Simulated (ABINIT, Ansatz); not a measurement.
**BN (Qingsongite): G0W0 with ABINIT, start to end**

Aim: the G0W0 gap of BN (Qingsongite) on PBE, step by step.

Calculated with ABINIT 10.8.3; PBE and many-body steps on it, plane waves.

### 1. The starting structure

It takes space group F-43m (No. 216, cubic). Conventional cell: a = 3.615 Å, b = 3.615 Å, c = 3.615 Å, α = 90.00°, β = 90.00°, γ = 90.00°. Nearest to B lie 4 N at 1.57 Å. Nearest to N lie 4 B at 1.57 Å. Farther neighbours and most contacts between anions are not listed.

As a file:

```cif
data_structure
_symmetry_space_group_name_H-M 'F-43m'
_symmetry_Int_Tables_number 216
_cell_length_a 3.6150
_cell_length_b 3.6150
_cell_length_c 3.6150
_cell_angle_alpha 90.000
_cell_angle_beta 90.000
_cell_angle_gamma 90.000
_cell_volume 47.24
loop_
_atom_site_label
_atom_site_type_symbol
_atom_site_symmetry_multiplicity
_atom_site_Wyckoff_symbol
_atom_site_fract_x
_atom_site_fract_y
_atom_site_fract_z
_atom_site_occupancy
B1 B 4 a 0.00000 0.00000 0.00000 1
N1 N 4 d 0.25000 0.25000 0.75000 1
```

The cell and positions come from the Crystallography Open Database and are kept as given unless a step says otherwise.

### 2. Ground state

This step: ABINIT 10.8.3; DFT, PBE, plane waves, norm-conserving pseudopotentials.

The ground-state density comes first.

File run.abi:

```
acell 3*1.0 Angstrom
rprim 
  -0.000000000000 1.807500000000 1.807500000000
  1.807500000000 0.000000000000 1.807500000000
  1.807500000000 1.807500000000 -0.000000000000
ntypat 2
znucl 5 7
natom 2
typat 1 2
xred 
  0.000000000000 0.000000000000 0.000000000000
  0.250000000000 0.250000000000 0.250000000000
pp_dirpath "pseudos"
pseudos "B.upf, N.upf"
ecut 36
ngkpt 10 10 10
nshiftk 1
shiftk 0 0 0
kptopt 1
chksymbreak 0
nband 9
occopt 1
tolvrs 1e-10
nstep 60
prtwf 0
optforces 0
optstress 0
indata_prefix "in"
outdata_prefix "out"
tmpdata_prefix "tmp"
```

Launch:

```bash
OMP_NUM_THREADS=1 mpirun -n 4 abinit run.abi > log
```

Numbers of over 12 decimals in the logs are rounded to 6 here.

Log:

```text
.Version 10.8.3 of ABINIT. v10.8.2 released Aug 2026.

 Symmetries : space group F-4 3 m (#216); Bravais cF (face-center cubic)
================================================================================
 Values of the parameters that define the memory need of the present run
     intxc =       0    ionmov =       0      iscf =       7    lmnmax =       4
     lnmax =       4     mgfft =      30  mpssoang =       2    mqgrid =    3001
     natom =       2  nloc_mem =       1    nspden =       1   nspinor =       1
    nsppol =       1      nsym =      24    n1xccc =    2501    ntypat =       2
    occopt =       1   xclevel =       2
-    mband =           9        mffmem =           1         mkmem =          12
       mpw =         845          nfft =       27000          nkpt =          47
================================================================================
  Rough estimation (10% accuracy) of disk space for files :
================================================================================

--------------------------------------------------------------------------------
------------- Echo of variables that govern the present computation ------------
--------------------------------------------------------------------------------
 -outvars: echo values of preprocessed input variables --------
            acell      1.8897261259E+00  1.8897261259E+00  1.8897261259E+00 Bohr

      chksymbreak           0
             ecut      3.60000000E+01 Hartree
-          fftalg         312

              ixc     -101130
              kpt      0.00000000E+00  0.00000000E+00  0.00000000E+00
                       1.00000000E-01  0.00000000E+00  0.00000000E+00
                       2.00000000E-01  0.00000000E+00  0.00000000E+00
                       3.00000000E-01  0.00000000E+00  0.00000000E+00
                       4.00000000E-01  0.00000000E+00  0.00000000E+00
                       5.00000000E-01  0.00000000E+00  0.00000000E+00
                       1.00000000E-01  1.00000000E-01  0.00000000E+00
                       2.00000000E-01  1.00000000E-01  0.00000000E+00
                       3.00000000E-01  1.00000000E-01  0.00000000E+00
   [... 36 further rows ...]
                      -3.00000000E-01  4.00000000E-01  2.00000000E-01
                      -3.00000000E-01  5.00000000E-01  2.00000000E-01
         kptrlatt       10    0    0      0   10    0      0    0   10
          kptrlen      4.83050094E+01
P           mkmem          12
            natom           2
            nband           9
            ngfft          30      30      30
             nkpt          47
            nstep          60
             nsym          24
           ntypat           2
              occ      2.000000  2.000000  2.000000  2.000000  0.000000  0.000000
[...]
optforces           0
        optstress           0
            prtwf           0
            rprim     -0.0000000000E+00  1.8075000000E+00  1.8075000000E+00
[...]
spgroup         216

           tolvrs      1.00000000E-10

             xred      0.0000000000E+00  0.0000000000E+00  0.0000000000E+00
[...]
znucl        5.00000    7.00000

================================================================================

 chkinp: Checking input parameters for consistency.

================================================================================
== DATASET  1 ==================================================================
-   mpi_nproc: 4, omp_nthreads: 1 (-1 if OMP is not activated)

--- !DatasetInfo
iteration_state: {dtset: 1, }
dimensions: {natom: 2, nkpt: 47, mband: 9, nsppol: 1, nspinor: 1, nspden: 1, mpw: 845, }
cutoff_energies: {ecut:  36.0, pawecutdg:  -1.0, }
electrons: {nelect:   8.00000000E+00, charge:   0.00000000E+00, occopt:   1.00000000E+00, tsmear:   1.00000000E-02, }

 Real(R)+Recip(G) space primitive vectors, cartesian coordinates (Bohr,Bohr^-1):
 R(1)=  0.0000000  3.4156800  3.4156800  G(1)= -0.1463837  0.1463837  0.1463837
 R(2)=  3.4156800  0.0000000  3.4156800  G(2)=  0.1463837 -0.1463837  0.1463837
 R(3)=  3.4156800  3.4156800  0.0000000  G(3)=  0.1463837  0.1463837 -0.1463837
 Unit cell volume ucvol=  7.9700586E+01 bohr^3
 Angles (23,13,12)=  6.00000000E+01  6.00000000E+01  6.00000000E+01 degrees

 getcut: wavevector=  0.0000  0.0000  0.0000  ngfft=  30  30  30
         ecut(hartree)=     36.000   => boxcut(ratio)=   2.30194

 getcut : COMMENT -
  Note that boxcut > 2.2 ; recall that boxcut=Gcut(box)/Gcut(sphere) = 2
  is sufficient for exact treatment of convolution.
  Such a large boxcut is a waste : you could raise ecut
  e.g. ecut=   47.690509 Hartrees makes boxcut=2

--- Pseudopotential description ------------------------------------------------
- B Generated using ONCVPSP code by D. R. Hamann
-  5.00000   3.00000  171031                  znucl, zion, pspdat
12 -101130 1 -1 1534                          pspcod,pspxc,lmax,lloc,mmax
     nproj     2     2
  pspatm : epsatm=    3.38844616
         --- l  ekb(1:nproj) -->
[...]
pspatm: atomic psp has been read  and splines computed

- N Generated using ONCVPSP code by D. R. Hamann
-  7.00000   5.00000  171031                  znucl, zion, pspdat
12 -101130 1 -1 1058                          pspcod,pspxc,lmax,lloc,mmax
     nproj     2     2
  pspatm : epsatm=    5.20977870
         --- l  ekb(1:nproj) -->
[...]
1   -4.293905   -1.006988
 pspatm: atomic psp has been read  and splines computed

   6.87857989E+01                                ecore*ucvol(ha*bohr**3)
--------------------------------------------------------------------------------

_setup2: Arith. and geom. avg. npw (full set) are     822.053     822.026

================================================================================

--- !BeginCycle
iteration_state: {dtset: 1, }
solver: {iscf: 7, nstep: 60, nline: 4, wfoptalg: 0, }
tolerances: {tolvrs: 1.00E-10, }

     iter   Etot(hartree)      deltaE(h)  residm     vres2
 ETOT  1  -13.353670328845    -1.335E+01 1.866E-01 1.447E+02
 ETOT  2  -13.373136893714    -1.947E-02 6.470E-03 1.104E+02
 ETOT  3  -13.402464776550    -2.933E-02 3.876E-03 1.734E-01
 ETOT  4  -13.402502334780    -3.756E-05 4.257E-03 1.682E-03
 ETOT  5  -13.402502505884    -1.711E-07 1.198E-03 3.940E-05
 ETOT  6  -13.402502511439    -5.556E-09 1.069E-03 2.572E-07
 ETOT  7  -13.402502511479    -3.939E-11 2.420E-04 2.030E-09
 ETOT  8  -13.402502511479    -1.315E-13 2.105E-04 5.379E-11

 At SCF step    8       vres2   =  5.38E-11 < tolvrs=  1.00E-10 =>converged.

--- !ResultsGS
iteration_state: {dtset: 1, }
comment   : Summary of ground state results
lattice_vectors:
- [ -0.0000000,   3.4156800,   3.4156800, ]
- [  3.4156800,   0.0000000,   3.4156800, ]
- [  3.4156800,   3.4156800,  -0.0000000, ]
lattice_lengths: [   4.83050,    4.83050,    4.83050, ]
lattice_angles: [ 60.000,  60.000,  60.000, ] # degrees, (23, 13, 12)
lattice_volume:   7.9700586E+01
convergence: {deltae: -1.315E-13, res2:  5.379E-11, residm:  2.105E-04, diffor:  0.000E+00, }
etotal    :  -1.34025025E+01
entropy   :   0.00000000E+00
fermie    :   3.02092262E-01
cartesian_stress_tensor: null
pressure_GPa: null
xred      :
- [  0.0000E+00,   0.0000E+00,   0.0000E+00,  B]
- [  2.5000E-01,   2.5000E-01,   2.5000E-01,  N]
cartesian_forces: null
force_length_stats: {min: null, max: null, mean: null, }

 Integrated electronic density in atomic spheres:
 ------------------------------------------------
 Atom  Sphere_radius  Integrated_density
    1        2.00000          3.32049900
    2        2.00000          5.75124674
================================================================================

 ----iterations are completed or convergence reached----

 Mean square residual over all n,k,spin=   10.187E-07; max=  21.054E-05
 reduced coordinates (array xred) for    2 atoms
       0.000000000000      0.000000000000      0.000000000000
       0.250000000000      0.250000000000      0.250000000000
 rms dE/dt=  0.0000E+00; max dE/dt=  0.0000E+00; dE/dt below (all hartree)
    1       0.000000000000      0.000000000000      0.000000000000
    2       0.000000000000      0.000000000000      0.000000000000

 cartesian coordinates (angstrom) at end:
    1      0.000000     0.000000     0.000000
    2      0.903750     0.903750     0.903750
 length scales=  1.889726125908  1.889726125908  1.889726125908 bohr
              =  1.000000000000  1.000000000000  1.000000000000 angstroms
 prteigrs : about to open file out_EIG
 Fermi (or HOMO) energy (hartree) =   0.30209   Average Vxc (hartree)=  -0.47450
 Eigenvalues (hartree) for nkpt=  47  k points:
 kpt#   1, nband=  9, wtk=  0.00100, kpt=  0.0000  0.0000  0.0000 (reduced coord)
  -0.44062    0.30209    0.30209    0.30209    0.62836    0.62836    0.62836    0.68304
   1.21148
 prteigrs : prtvol=0 or 1, do not print more k-points.

--- !EnergyTerms
iteration_state     : {dtset: 1, }
comment             : Components of total free energy in Hartree
kinetic             :  9.41230010599648E+00
hartree             :  1.79183179045680E+00
xc                  : -4.37198988812425E+00
Ewald energy        : -1.31703929426445E+01
psp_core            :  8.63052609504914E-01
local_psp           : -6.86018895556562E+00
non_local_psp       : -1.06711523110257E+00
total_energy        : -1.34025025114787E+01
total_energy_eV     : -3.64700672502578E+02
band_energy         :  1.04301569482710E-01

== END DATASET(S) ==============================================================
================================================================================

 -outvars: echo values of variables after computation  --------
           etotal     -1.3402502511E+01
            nband           9
             nkpt          47
          spgroup         216
 [... the other variables as echoed above ...]

 Calculation completed.
```

Run time: 4 s. Hardware: 4 MPI ranks of Arm Neoverse V2, shared host; peak memory 0.26 GiB.

This step gave:

| Item | Value |
| --- | --- |
| total energy | -364.7007 eV |
| gap | 4.535 eV |
| k of the valence top | 0, 0, 0 |
| k of the conduction bottom | 0.5, 0.5, 0 |
| least direct gap | 8.878 eV |

The gap is indirect, with the least direct gap 4.34 eV higher.

[end of part 1 of 3]

[Paths, hosts, dates, memory and timing lines, banners, echoed tables and standing remarks are left out of the program output.]

[Logs are printed without paths, hosts, clocks, repeated set-up lines and the standing remarks that a program may print on its own settings, such as how far it seeks lower states.]

[Runs of the session that timed out or met a known fault of the program may be left out.]

[Hosts, paths, dates, database ids (printed as entryN), source tags and the programs' standing remarks are cut or masked in the printed files.]

[G0W0 gaps are taken among the corrected bands and points alone; a level outside them can change the order at an edge.]

[Where Ansatz stands beside ABINIT at settings called matched, ABINIT's density can come from a denser mesh and the files from another edition; pairs whose starting gaps differed by over 0.03 eV were left out, so agreement reads better than it is.]
